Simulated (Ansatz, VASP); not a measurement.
## GaN in VASP and in Ansatz

```
Ga N
1.0
     3.17480    0.00000    0.00000
    -1.58740    2.74946    0.00000
     0.00000    0.00000    5.18292
Ga N
2 2
Direct
  0.33333 0.66667 0.99941
  0.66667 0.33333 0.49941
  0.33333 0.66667 0.37559
  0.66667 0.33333 0.87559
```

Alike in both runs: functional BLYP; dispersion D3(BJ); k mesh 8 × 8 × 6; occupations gaussian, width 0.05 eV; no spin polarisation.

Ansatz relaxed the structure, and its values are those at the end. VASP's run is a single point on that final structure, the one shown.

```csv
,VASP,Ansatz
version,VASP 6.6.1,Ansatz 0.2.0
potentials or method,"VASP PAW PBE potentials, release 64 (Ga_d, N)","scalar-relativistic, plane waves, PAW"
plane-wave cutoff (eV),520,420
valence electrons in the cell,36,36
```

|  | VASP | Ansatz | Ansatz less VASP |
| --- | --- | --- | --- |
| gap on the k mesh at the Fermi level (eV) | 2.05 | 2.06 | +0.011 |
| least direct gap on the mesh (eV) | 2.05 | 2.06 | +0.011 |
| pressure (GPa) | 6.1 | 4.6 | -1.52 |
| rms of the force components (eV/Å) | 0.006 | 0.004 | -0.0021 |
| dispersion energy (meV/atom) | -565.4 | -565.5 | -0.06 |

Caveats: the PAW data sets were made with another functional, which shifts forces and pressure a little (VASP).
